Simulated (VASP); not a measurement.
Runs of VASP 6.6.1 on Ga2O3. Symmetry: C2/m, No. 12, monoclinic system. Conventional cell: a = 12.214 Å, b = 3.037 Å, c = 5.798 Å, α = 90.00°, β = 103.83°, γ = 90.00°. Ga (site symmetry m) has 4 O at 1.83 to 1.86 Å as nearest neighbours. Ga (site symmetry m) has 6 O at 1.94 to 2.07 Å as nearest neighbours. O (site symmetry m) has 3 Ga at 1.83 to 1.94 Å as nearest neighbours. O (site symmetry m) is surrounded by 4 Ga at 1.86 to 2.07 Å. O (site symmetry m) is surrounded by 3 Ga at 1.83 to 1.94 Å. 

| level | potentials or basis | gap on the mesh (eV) | pressure (GPa) | relaxed volume (Å³/atom) | largest force (eV/Å) |
| --- | --- | --- | --- | --- | --- |
| LDA | VASP PAW LDA potentials, release 64 (Ga_d, O) | 2.44 | 0.0 | 10.29 | 0.01 |
| r2SCAN | VASP PAW PBE potentials, release 64 (Ga_d, O) | (c) | 0.0 | 10.57 | 0.01 |
| PBE | VASP PAW PBE potentials, release 64 (Ga_d, O) | 1.97 | -0.1 | 10.99 | 0.01 |
| PBE+D3(BJ) | VASP PAW PBE potentials, release 64 (Ga_d, O) | 2.12 | 0.0 | (a) | 0.01 |
| PBEsol | VASP PAW PBE potentials, release 64 (Ga_d, O) | (b) | 0.0 | 10.57 | 0.01 |

Alike in all rows: task relaxation of cell and atoms; no spin polarisation; cell relaxed; k mesh 10 × 10 × 6; cutoff (eV) 600; smearing gaussian 0.03 eV.

Q: Estimate the missing entries.

A: (a) 10.79; (b) 2.22; (c) 2.94.

Caveats: the PAW data sets were made with another functional, which shifts forces and pressure a little (some runs).

A k mesh can miss the band edges, and the runs leave out spin-orbit coupling on Ga.

Not every run made on this cell is shown here.
